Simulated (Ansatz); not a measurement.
The calculation used DFT PBE, scalar-relativistic, plane waves, PAW (Ansatz). All cells share a 420 eV cutoff and Γ-centred k meshes spaced at most about 0.3 Å⁻¹ (about 0.25 or finer for metals, 2π included). No spin polarisation.

Temperature and zero-point effects are left out.

Question: Order these relaxed structures of RbH2 by energy, lowest first, with the energy over the lowest of them.
1. Space group P4/nmm (No. 129), tetragonal, a = 4.714 Å, c = 11.815 Å. Rb is surrounded by 4 H at 4.29 Å, 4 Rb at 4.71 Å, 4 H at 4.95 Å and 4 Rb at 5.12 Å; H is surrounded by 1 H at 0.77 Å, 4 H at 3.33 Å, 4 H at 3.42 Å, 2 Rb at 4.29 Å, 4 H at 4.71 Å, 4 H at 4.78 Å and 2 Rb at 4.95 Å.
2. Space group P3_121 (No. 152), trigonal, a = 7.633 Å, c = 7.344 Å. Rb has 6 H at 3.62–3.66 Å and 2 H at 4.24 Å; around H lie 1 H at 0.76 Å and 3 Rb at 3.62–3.66 Å.
3. Space group R-3m (No. 166), trigonal, a = 4.035 Å, c = 13.449 Å. Around Rb lie 2 H at 2.63 Å and 6 H at 2.98 Å; around H lie 3 H at 2.45 Å, 1 Rb at 2.63 Å and 3 Rb at 2.98 Å.
4. Space group P6_3/mmc (No. 194), hexagonal, a = 5.435 Å, c = 9.100 Å. Around Rb lie 6 H at 3.16 Å; H is surrounded by 1 H at 0.76 Å and 3 Rb at 3.16 Å.

Answer: 1 (0 meV/atom), 2 (65 meV/atom), 4 (82 meV/atom), 3 (626 meV/atom). Counting H atoms around Rb (those within 1.25 times the shortest such distance or 1.15 times the sum of covalent radii; a plus sign parts nearer from farther groups; the shortest distance is added where it exceeds 1.18 times the sum of covalent radii): cell 1 has Rb 4+4 from 4.3 Å; cell 2 has Rb 6+2 from 3.6 Å; cell 4 has Rb 6; cell 3 has Rb 2+6. Cell 1 holds H–H pairs as short as in free H₂ molecules (shortest 0.77 Å); cell 2 holds H–H pairs as short as in free H₂ molecules (shortest 0.76 Å); cell 4 holds H–H pairs as short as in free H₂ molecules (shortest 0.76 Å) (bonds between like non-metal atoms; other contacts aren't counted). All come from invented guesses. Even the lowest of the cells shown lies +0.03 eV/atom against the elements.

The k mesh leaves some 4 meV/atom of noise in the energy of each metallic cell. No dispersion correction is applied, so the spacing and binding between layers, chains or molecules are poorly described (P4/nmm), and this can change margins and order among such cells. With hydrogen, zero-point motion can shift such differences by 10 meV/atom or more. Cells relaxed within their symmetry can be saddle points. Some types were kept out of the candidates beforehand, so the set may lack a known form.
